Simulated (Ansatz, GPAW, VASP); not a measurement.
## One calculation of BN, 4 ways

```
N B
1.0
     0.00000    1.81300    1.81300
     1.81300    0.00000    1.81300
     1.81300    1.81300    0.00000
N B
1 1
Direct
  0.25000 0.25000 0.25000
  0.00000 0.00000 0.00000
```

The cell is a database's computed one, not the measured one.

Alike in all runs: task single point; functional PBE; k mesh 13 × 13 × 13; occupations gaussian, width 0.017 eV; no spin polarisation; no spin-orbit coupling. Pressure is positive in compression and, in plane waves, holds the error of the finite cutoff, which Ansatz's Pulay term estimates and takes out.

```
                        program and potentials  plane-wave cutoff (eV)                             notes  pressure (GPa)
                            Ansatz, Ansatz PAW                     420  Pulay term of +1.05 GPa included           -0.40
Ansatz, all-electron LAPW, scalar-relativistic                       -                                 -           -0.41
              VASP, PBE PAW files B, N, 520 eV                     520                                 -           -0.17
    GPAW, GPAW PAW data sets (gpaw-data 1.2.1)                     800                                 -           -1.60
```

The pressure spans -1.60 (GPAW, GPAW PAW data sets (gpaw-data 1.2.1)) to -0.17 GPa (VASP, PBE PAW files B, N, 520 eV), with all-electron results at -0.41.

The functional is the same throughout but for its coding, so the spread measures potentials, basis and numerics; runs on potential files found faulty are left out.
